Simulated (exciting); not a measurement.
# Pt (Fm-3m) in exciting: further runs, part 3 of 3

exciting (release sodium). The steps go on from the part before.

## Step 6: Band structure, PBEsol

input.xml reads:

```xml
<input>
  <title>Pt</title>
  <structure speciespath="./" tshift="false">
    <crystal scale="1">
      <basevect>0.000000000000 3.705563957779 3.705563957779</basevect>
      <basevect>3.705563957779 0.000000000000 3.705563957779</basevect>
      <basevect>3.705563957779 3.705563957779 0.000000000000</basevect>
    </crystal>
    <species speciesfile="Pt.xml" rmt="2.3">
      <atom coord="0.000000000000 0.000000000000 0.000000000000"/>
    </species>
  </structure>
  <groundstate do="fromscratch" ngridk="12 12 12" rgkmax="9" gmaxvr="14" lmaxapw="10" lmaxmat="10" lmaxvr="8" xctype="GGA_PBE_SOL" stype="Fermi Dirac" swidth="0.00183747" nempty="12" ValenceRelativity="iora*" epsengy="1e-05" epspot="1e-05" maxscl="60" outputlevel="normal"/>
  <properties>
    <bandstructure>
      <plot1d>
        <path steps="80">
          <point coord="0 0 0" label="G"/>
          <point coord="0.5 0 0.5" label="X"/>
          <point coord="0.5 0.25 0.75" label="W"/>
          <point coord="0.375 0.375 0.75" label="K"/>
          <point coord="0 0 0" label="G"/>
          <point coord="0.5 0.5 0.5" label="L"/>
          <point coord="0.625 0.25 0.625" label="U"/>
          <point coord="0.5 0.25 0.75" label="W"/>
          <point coord="0.5 0.5 0.5" label="L"/>
          <point coord="0.375 0.375 0.75" label="K" breakafter="true"/>
          <point coord="0.625 0.25 0.625" label="U"/>
          <point coord="0.5 0 0.5" label="X"/>
        </path>
      </plot1d>
    </bandstructure>
    <dos nwdos="300" winddos="-0.6 0.5" inttype="tetra" ngrdos="100" nsmdos="1" lmirep="true"/>
  </properties>
</input>
```

Potentials or basis: all-electron LAPW+lo, shipped species files, valence relativity iora*.

On the command line:

```sh
> OMP_NUM_THREADS=1 exciting_smp
```

INFO.OUT:

```text
================================================================================
EXCITING SODIUM started
[... 10 lines left out ...]

 Lattice vectors (cartesian) :
      0.0000000000      3.7055639578      3.7055639578
      3.7055639578      0.0000000000      3.7055639578
      3.7055639578      3.7055639578      0.0000000000

 Reciprocal lattice vectors (cartesian) :
     -0.8478041910      0.8478041910      0.8478041910
      0.8478041910     -0.8478041910      0.8478041910
      0.8478041910      0.8478041910     -0.8478041910

 Unit cell volume                           :     101.7637110958
 Brillouin zone volume                      :       2.4375114741

 Species :    1 (Pt)
     parameters loaded from                 :    Pt.xml
[... 576 lines left out ...]
 Absolute change in total energy   (target) :  0.855733E-06  ( 0.100000E-04)
 Charge distance                   (target) :  0.776047E-09  ( 0.100000E-04)

++++++++++++++++++++++++++++++++++++++++++++++++++++++++++++++++++++++++++++++++
| Convergency criteria checked for the last 2 iterations                       +
| Convergence targets achieved. Performing final SCF iteration                 +
++++++++++++++++++++++++++++++++++++++++++++++++++++++++++++++++++++++++++++++++
 Total energy                               :    -18441.57369472
 _______________________________________________________________
 Fermi energy                               :         0.48331750
 Kinetic energy                             :     21101.54533331
 Coulomb energy                             :    -39190.99356855
 Exchange energy                            :      -346.74768041
 Correlation energy                         :        -5.37777907

 DOS at Fermi energy (states/Ha/cell)       :        54.82431672

 Electron charges :
     core                                   :        48.00000000
     core leakage                           :         0.00208170
     valence                                :        30.00000000
     interstitial                           :         2.23987080
     charge in muffin-tin spheres :
                  atom     1    Pt          :        75.76012920
     total charge in muffin-tins            :        75.76012920
     total charge                           :        78.00000000

++++++++++++++++++++++++++++++++++++++++++++++++++++++++++++++++++++++++++++++++
[... 12 lines left out ...]
| EXCITING SODIUM stopped                                                      =
================================================================================
```

stdout:

```text
Info(bandstr):
 band structure plot written to BAND.OUT

 Fermi energy is at zero in plot

 Vertex location lines written to BANDLINES.OUT

Info(dos):

   Total density of states written to TDOS.OUT

   Partial density of states written to PDOS_Sss_Aaaaa.OUT
   for all species and atoms

   Eigenvalues of a random matrix in the (l, m) basis symmetrised
   with the site symmetries written to ELMIREP.OUT for all
   species and atoms. Degenerate eigenvalues correspond to
   irreducible representations of each site symmetry group

   Interstitial density of states written to IDOS.OUT

   Fermi energy is at zero in plot

   DOS units are states/Hartree/unit cell
```

It took 47 s on 1 thread of Intel Xeon Platinum 8488C (Sapphire Rapids), shared host; peak memory 0.1 GiB.

Results:

- Free energy: -501820.8003 eV
- Band gap on the k mesh: none (metal or under the smearing width)
- All electrons inside the program's atomic spheres: Pt 75.76 (radii Pt 2.3 bohr)

Levels at the corners of the path, in eV from the Fermi level:
| point | band 13 | band 14 | band 15 | band 16 | band 17 | band 18 |
| --- | --- | --- | --- | --- | --- | --- |
| Γ | -3.84 | -3.84 | -1.66 | -1.66 | 14.54 | 19.48 |
| X | 0.00 | 0.48 | 0.48 | 1.70 | 8.87 | 11.31 |
| W | -4.61 | -2.04 | 0.49 | 7.06 | 8.26 | 8.26 |
| K | -2.91 | -1.34 | -0.19 | 5.67 | 6.71 | 10.16 |
| Γ | -3.84 | -3.84 | -1.66 | -1.66 | 14.54 | 19.48 |
| L | -3.90 | -0.56 | 0.03 | 0.03 | 5.83 | 14.10 |
| U | -2.91 | -1.34 | -0.19 | 5.67 | 6.71 | 10.16 |
| W | -4.61 | -2.04 | 0.49 | 7.06 | 8.26 | 8.26 |
| L | -3.90 | -0.56 | 0.03 | 0.03 | 5.83 | 14.10 |
| K | -2.91 | -1.34 | -0.19 | 5.67 | 6.71 | 10.16 |
| U | -2.91 | -1.34 | -0.19 | 5.67 | 6.71 | 10.16 |
| X | 0.00 | 0.48 | 0.48 | 1.70 | 8.87 | 11.31 |

States per cell in windows of 1 eV (zero at the Fermi level; states under -8 eV left out):
```csv
from (eV),total,Pt1 d,Pt1 s,Pt1 p,Pt1 f
-8.0,0.39,0.11,0.09,0.01,0.00
-7.0,1.21,0.67,0.11,0.03,0.00
-6.0,1.13,0.75,0.03,0.03,0.00
-5.0,1.46,1.03,0.02,0.05,0.01
-4.0,1.83,1.36,0.02,0.06,0.01
-3.0,1.29,1.01,0.01,0.04,0.01
-2.0,1.21,1.02,0.01,0.02,0.01
-1.0,1.44,1.31,0.01,0.01,0.01
0.0,0.65,0.56,0.01,0.02,0.00
1.0,0.27,0.17,0.02,0.02,0.00
2.0,0.27,0.14,0.02,0.03,0.00
3.0,0.25,0.11,0.03,0.04,0.00
4.0,0.23,0.08,0.04,0.03,0.00
5.0,0.29,0.08,0.09,0.02,0.01
6.0,0.31,0.08,0.07,0.04,0.01
7.0,0.34,0.07,0.08,0.05,0.01
```

Caveat: the log's total energy holds no entropy term; the free energy is that total less TS from the occupations; spin-orbit coupling is left out, which moves the levels of the heavy elements.

## Step 7: Summary

```csv
level,spin,k mesh,outputlevel,nempty,gap on the mesh (eV)
PBE,off,12 × 12 × 12,normal,12,none
PBE,"SOC, no magnetisation",9 × 9 × 9,normal,20,none
LDA,off,12 × 12 × 12,high,12,none
LDA,"SOC, no magnetisation",9 × 9 × 9,normal,20,none
PBEsol,off,12 × 12 × 12,normal,12,none
```

Alike in all rows: task band structure; potentials or basis all-electron LAPW+lo, shipped species files, valence relativity iora*; cell as given; smearing fermi-dirac 0.05 eV; rgkmax 9.

Every run on the cell as given and a fine mesh finds a metal.

Caveats: the free energy is that total less TS from the occupations (some runs); spin-orbit coupling is left out, which moves the levels of the heavy elements (some runs).

Compare energies only between runs with the same functional and basis.
